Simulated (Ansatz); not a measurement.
Here is the system:

NaBr (rock salt)

```
CELL_PARAMETERS angstrom
      0.00000     6.03598     6.03598
      3.01799     0.00000     3.01799
      3.01799     3.01799     0.00000
ATOMIC_POSITIONS crystal
  Br 0.00000 0.00000 0.00000
  Br 0.50000 0.00000 0.00000
  Na 0.25000 0.50000 0.50000
  Na 0.75000 0.50000 0.50000
```

In each cell atom 4 (Na, nearest neighbour Br at 3.018 Å; its periodic images, 4.3 Å or more away, move with it) moves by s·(0.000, 0.000, 1.000) (along Cartesian z), the rest being held.

Level of theory: PBE (plane waves to 420 eV, PAW, scalar-relativistic; Ansatz, a program for electronic structure). k mesh 4×8×8 (Γ-centred), Fermi-Dirac smearing 0.05 eV. The energy includes the smearing's −TS. NaBr was relaxed with its symmetry unable to fall. ΔE is measured from the undisplaced structure.

The scan covers s from -0.300 to 0.300 Å in 11 points.

**Question.** Is the energy the same for equal positive and negative displacements?

**Answer.** Even: the same for both signs. With its periodic images moving along, the atom's site symmetry in this cell is -3m.

**Question.** What force acts on the atom along the line at s = -0.300 Å?

**Answer.** 0.523 eV/Å.

**Question.** What is the force constant k = d²E/ds² of this move at s = 0?

**Answer.** 1.36 eV/Å².

(A displaced cell: forces are minus the slopes of the energy, force constants its curvatures, and phonons follow from these.)
